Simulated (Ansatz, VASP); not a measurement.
**Two plane-wave programs on Ni3Ge**

```xyz
4
Lattice="3.5254 0.0000 0.0000 0.0000 3.5252 -0.0001 0.0000 -0.0001 3.5249" Properties=species:S:1:pos:R:3 pbc="T T T"
Ni    1.7361   -0.0802    1.6894
Ni   -0.0266    1.6824    1.6894
Ni    1.7362    1.6825   -0.0731
Ge   -0.0266   -0.0801   -0.0730
```

Alike in both runs: functional PBEsol; k mesh 6 × 6 × 6; occupations gaussian, width 0.1 eV; no spin polarisation.

Ansatz relaxed the structure, and its values are those at the end. VASP's run is a single point on that final structure, the one shown.

```csv
,VASP,Ansatz
version,VASP 6.6.1,Ansatz 0.2.0
potentials or method,"VASP PAW PBE potentials, release 64 (Ni, Ge_d)","scalar-relativistic, plane waves, PAW"
plane-wave cutoff (eV),520,420
valence electrons in the cell,44,68
```

|  | VASP | Ansatz | Ansatz less VASP |
| --- | --- | --- | --- |
| gap on the k mesh at the Fermi level (eV) | none | none | - |
| pressure (GPa) | 0.2 | 0.0 | -0.22 |

A gap of «none» marks a metal or a gap that the smearing closes. The functional is the same, so the differences come from potentials, cutoffs and numerics. The two sets of potentials don't hold the same shells in valence.

Caveats: the PAW data sets were made with another functional, which shifts forces and pressure a little (VASP). Spin polarisation is off, so any magnetic state and its effect on volume and gap are missing.
